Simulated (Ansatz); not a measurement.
# GaAs: do energies and stresses tell the same story?

All numbers below come from Ansatz, DFT r2SCAN, scalar-relativistic, plane waves, PAW.

Cutoff 500 eV; k points 8×8×8 on the computed 2-atom cell (Γ-centred); Gaussian smearing, width 0.02 eV; no spin polarisation.

Relaxed cell: F-43m, a = 5.666 Å, b = 5.666 Å, c = 5.666 Å, α = 90.00°, β = 90.00°, γ = 90.00°, 2 atoms in the primitive cell.

Energies at zero smearing and pressures from the stress tensor, at volumes with shape and atoms relaxed:
```tsv
V (Å³/atom)	E − E(first) (meV/atom)	P (GPa)
21.378	0.00	5.17
22.060	-15.88	2.37
22.742	-20.80	0.00
23.425	-16.42	-2.00
24.107	-4.21	-3.69
```

Check P = −dE/dV between neighbouring volumes, and get the bulk modulus from the pressures alone.

With 1 eV/Å³ = 160.2 GPa:
| middle V (Å³/atom) | −ΔE/ΔV (GPa) | mean P (GPa) |
| --- | --- | --- |
| 21.719 | 3.730 | 3.769 |
| 22.401 | 1.154 | 1.186 |
| 23.083 | -1.029 | -0.999 |
| 23.766 | -2.867 | -2.845 |

The two differ by 0.04 GPa at most. The mean of two end pressures misses the average over a step by about ΔV² P″/12, up to 0.04 GPa here; with that taken off 0.00 GPa remains. Around V = 22.742 Å³/atom, the two neighbours give B = −V ΔP/ΔV = 22.742 × 4.37 / 1.365 = 72.8 GPa, against B0 = 72.4 GPa from the Birch–Murnaghan fit of the energies.